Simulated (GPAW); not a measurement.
AlN, 2 atoms in the cell. Symmetry: Fm-3m, No. 225, cubic system. The conventional cell has a = 4.069 Å, b = 4.069 Å, c = 4.069 Å, α = 90.00°, β = 90.00°, γ = 90.00°. Al (site symmetry m-3m) is surrounded by 6 N at 2.03 Å. N (site symmetry m-3m) has 6 Al at 2.03 Å as nearest neighbours. Measurements of this composition are mostly on another form, of space group No. 186.

```yaml
Program: GPAW 26.7.0
Task: relaxation of cell and atoms
Functional: revPBE
Dispersion: D4
Potentials_or_basis: the program's PAW data sets (release 1.2.1) made for this functional
Cutoff: 800 eV
Basis: pw
k_mesh: 11 × 11 × 11
Occupations: fermi-dirac, width 0.05 eV
Spin: no spin polarisation
Maxiter: 150
Optimizer: BFGS
Fmax: 0.02 eV/Å
Max_steps: 60
Convergence: density=1e-05 forces=0.0001
```

Potentials or basis: the program's PAW data sets (release 1.2.1) made for this functional, pw.

The run is started by

```console
$ OMP_NUM_THREADS=1 python run.py
```

Hardware: 1 thread of Arm Neoverse V2, on a shared host.

Question: Estimate the wall time of this run.

Answer: It took 51 s on 1 thread of Arm Neoverse V2 (shared host), peak memory 0.21 GiB. Counts: scf iterations 29, plane waves 893, bands 11, k points 56, ion steps 3.
